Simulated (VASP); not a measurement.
Runs of VASP 6.6.1 on ZnS. It takes space group F-43m (No. 216, cubic). The conventional cell has a = 5.404 Å, b = 5.404 Å, c = 5.404 Å, α = 90.00°, β = 90.00°, γ = 90.00°. Around Zn (site symmetry -43m) lie 4 S at 2.34 Å. S (site symmetry -43m) is surrounded by 4 Zn at 2.34 Å. 

```tsv
task	level	cell	k mesh	cutoff (eV)	grid for exact exchange (PRECFOCK)	exchange at q = 0	screening parameter	share of exact exchange	gap on the mesh (eV)	pressure (GPa)
relaxation of cell and atoms	PBEsol	relaxed	10 × 10 × 10	600	-	-	-	-	(a)	0.0
band structure	PBE0	F-43m, 19.26 Å³/atom	6 × 6 × 6	520	Fast	truncated	-	-	4.12	2.7
band structure	HSE06	F-43m, 19.26 Å³/atom	6 × 6 × 6	520	Fast	-	0.2 1/A	-	3.46	2.9
band structure	PBE-EpsX	F-43m, 19.26 Å³/atom	6 × 6 × 6	520	Fast	truncated	-	0.1691	3.49	(b)
```

Alike in all rows: potentials or basis VASP PAW PBE potentials, release 64 (Zn, S); no spin polarisation; smearing gaussian 0.03 eV.

Question: Estimate the missing entries.

Answer: (a) 2.08; (b) 3.0.

Caveats: the PAW data sets were made with another functional, which shifts forces and pressure a little.

Runs at the PBE level aren't shown here.
